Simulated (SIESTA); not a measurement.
Write the native input for SIESTA 5.4.2 that does the following.

- Task: band structure
- Functional: AM05
- Potentials or basis: PseudoDojo 0.4 standard (PBEsol files)
- Basis: DZP (energy shift 0.002 Ry)
- Grid cutoff: 800 Ry
- Energy shift: 0.002 Ry
- k mesh: 11 × 11 × 6
- Occupations: fermi-dirac, width 0.05 eV
- Spin: no spin polarisation

Os:

```
CELL_PARAMETERS angstrom
2.73410 0.00000 0.00000
-1.36705 2.36780 0.00000
0.00000 0.00000 4.31970
ATOMIC_POSITIONS crystal
Os 0.66667 0.33333 0.75000
Os 0.33333 0.66667 0.25000
```

These files were run (other wordings do the same):

Os.fdf

```
SystemName                      Osmium
SystemLabel                     Os
NumberOfSpecies                 1
NumberOfAtoms                   2
%block ChemicalSpeciesLabel
  1  76 Os
%endblock ChemicalSpeciesLabel

LatticeConstant                 1.0 Ang
%block LatticeVectors
     2.7341000000     0.0000000000     0.0000000000
    -1.3670500000     2.3678000565     0.0000000000
     0.0000000000     0.0000000000     4.3197000000
%endblock LatticeVectors
AtomicCoordinatesFormat         Fractional
%block AtomicCoordinatesAndAtomicSpecies
     0.6666666667     0.3333333333     0.7500000000  1  Os
     0.3333333333     0.6666666667     0.2500000000  1  Os
%endblock AtomicCoordinatesAndAtomicSpecies

%block kgrid.MonkhorstPack
   11   0   0  0.0
    0  11   0  0.0
    0   0   6  0.0
%endblock kgrid.MonkhorstPack
XC.Functional                   GGA
XC.Authors                      AM05
PAO.BasisSize                   DZP
PAO.EnergyShift                 0.002 Ry
Mesh.Cutoff                     800 Ry
OccupationFunction              FD
ElectronicTemperature           0.05 eV
MaxSCFIterations                120
SCF.MustConverge                false
SCF.Mixer.Method                Pulay
SCF.Mixer.Weight                0.25
SCF.Mixer.History               8
SCF.DM.Tolerance                5.0e-05
SCF.H.Tolerance                 1.0e-03 eV
WriteForces                     true
Charge.Mulliken                 end
BandLinesScale                  ReciprocalLatticeVectors
%block BandLines
    1    0.000000   0.000000   0.000000  \Gamma
   11    0.500000   0.000000   0.000000  M
    6    0.333333   0.333333   0.000000  K
   13    0.000000   0.000000   0.000000  \Gamma
    6    0.000000   0.000000   0.500000  A
   11    0.500000   0.000000   0.500000  L
    6    0.333333   0.333333   0.500000  H
   13    0.000000   0.000000   0.500000  A
    1    0.500000   0.000000   0.500000  L
    6    0.500000   0.000000   0.000000  M
    1    0.333333   0.333333   0.000000  K
    6    0.333333   0.333333   0.500000  H
%endblock BandLines
```

Potentials or basis: PseudoDojo 0.4 standard (PBEsol files), DZP (energy shift 0.002 Ry).

The run is started by

```sh
$ siesta < Os.fdf > Os.out 2>&1
```

Results of the run:

- Pressure: -1.6 GPa
- Band gap on the k mesh: none (metal or under the smearing width)

Caveat: semicore shells carry a single zeta, which can move pressures by several GPa and volumes by a few percent; the potentials were made for another functional, which shifts forces and pressure; spin-orbit coupling is left out, which moves the levels of the heavy elements; the basis of atomic orbitals isn't converged, which shifts pressures, moduli and gaps.

Run time: 68 s on 1 thread of Arm Neoverse V1 (shared host), peak memory 0.32 GiB.
